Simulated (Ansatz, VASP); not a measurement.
## Y, level by level in two programs

```
Y
1.0
     3.67156    0.00000    0.00000
    -1.83578    3.17966    0.00000
     0.00000    0.00000    5.76855
Y
2
Cartesian
  1.8358 1.0599 4.3264
  0.0000 2.1198 1.4421
```

Change from the starting cell: volume scaled by 1.02.

Single points on this cell with VASP 6.6.1 and Ansatz 0.2.0. Each row is one pair of runs. Alike in all rows: spin: off; k mesh: 8 × 8 × 5; smearing: fermi-dirac, width 0.05 eV; VASP's potentials, cutoff: VASP PAW PBE potentials, release 64 (Y_sv), 520 eV.

```csv
level,"Ansatz's potentials, cutoff","gap on the k mesh at the Fermi level (eV), VASP","gap on the k mesh at the Fermi level (eV), Ansatz","pressure (GPa), VASP","pressure (GPa), Ansatz","largest component of the traceless stress (GPa), VASP","largest component of the traceless stress (GPa), Ansatz"
PBE,"Ansatz PAW, 420 eV",none,none,-1.0,-0.9,0.28,0.28
PBE,"Ansatz PAW earlier set, 480 eV",none,?,-1.0,?,0.28,?
PBE,"JTH PAW, 900 eV",none,none,-1.0,-0.9,0.28,0.28
PBE,"SPMS NC, 435 eV",none,none,-1.0,-0.9,0.28,0.27
PBE,"PseudoDojo standard (PBE files), 980 eV",none,none,-1.0,-0.9,0.28,0.28
PBE,"PseudoDojo stringent (PBE files), 980 eV",none,none,-1.0,-0.9,0.28,0.28
PBE,"Ansatz NC, 980 eV",none,none,-1.0,-0.9,0.28,0.28
```

Q: Fill in what Ansatz gave in row 2.

A: gap on the k mesh at the Fermi level (eV): none; pressure (GPa): -0.9; largest component of the traceless stress (GPa): 0.28.

A gap of «none» marks a metal or a gap that the smearing closes.
